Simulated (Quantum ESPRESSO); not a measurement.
SiC (Moissanite 3C):

```
Si C
1.0
     0.00000    2.17900    2.17900
     2.17900    0.00000    2.17900
     2.17900    2.17900    0.00000
Si C
1 1
Direct
  0.00000 0.00000 0.00000
  0.75000 0.75000 0.75000
```

Base run:

* Program: Quantum ESPRESSO 7.5
* Functional: LDA
* Potentials or basis: PseudoDojo 0.4.1 SR LDA standard
* Cutoff: 1116 eV
* Density cutoff: 4463 eV
* k mesh: 6 × 6 × 6
* Occupations: fixed
* Spin: no spin polarisation

Its results: band gap on the k mesh, mean-field level 1.33 eV, indirect (least direct gap 4.53 eV).

Problem. The run is repeated on the same cell with these changes: functional from LDA to PBEsol; potentials or basis from PseudoDojo 0.4.1 SR LDA standard to PseudoDojo 0.4.1 SR PBEsol standard. What comes out?

Solution. Band gap on the k mesh, mean-field level 1.24 eV, indirect (least direct gap 4.46 eV).

A k mesh can miss the band edges.
